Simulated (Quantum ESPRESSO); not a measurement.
**Zr in Quantum ESPRESSO: the effect of target pressure**

Zr:

```xyz
2
Lattice="3.2320 0.0000 0.0000 -1.6160 2.7990 0.0000 0.0000 0.0000 5.1470" Properties=species:S:1:pos:R:3 pbc="T T T"
Zr    1.6160    0.9330    3.8603
Zr    0.0000    1.8660    1.2868
```

Alike in all runs:

* Program: Quantum ESPRESSO 7.5
* Task: phonons
* Functional: PBEsol
* Potentials or basis: GBRV 1.5 PBEsol
* Cutoff: 612 eV
* Density cutoff: 4898 eV
* k mesh: 8 × 8 × 4
* Occupations: cold, width 0.2 eV
* Spin: no spin polarisation

Each run relaxes the cell or the atoms first.

```tsv
target pressure	relaxed volume (Å³/atom)	highest phonon frequency (cm⁻¹)
0 GPa	?	?
10 GPa	20.65	187
25 GPa	18.53	236
50 GPa	16.25	322
80 GPa	14.64	351
```

Task: What does the run with target pressure 0 GPa give?

Result: Relaxed volume 22.54 Å³/atom; highest phonon frequency 170 cm⁻¹.

Worked out: In Murnaghan's law V^(-B') rises as a straight line in P. The other rows fit best with B' = 3.1, V0 = 22.91 Å³/atom and B0 = 82 GPa, which gives 22.91 Å³/atom at 0 GPa, against the run's 22.54. A parabola through the other rows of the highest phonon frequency, of slope 5.16 cm⁻¹ per GPa there, extrapolates to 134 cm⁻¹, against the run's 170.

Caveats: the mesh is thin for the phonons of a metal; the cell is more than 3 GPa from zero pressure, which shifts response properties (some runs); some modes are imaginary (some runs); the volume moved by over 15 % at a fixed basis, so the end points are rough (some runs).
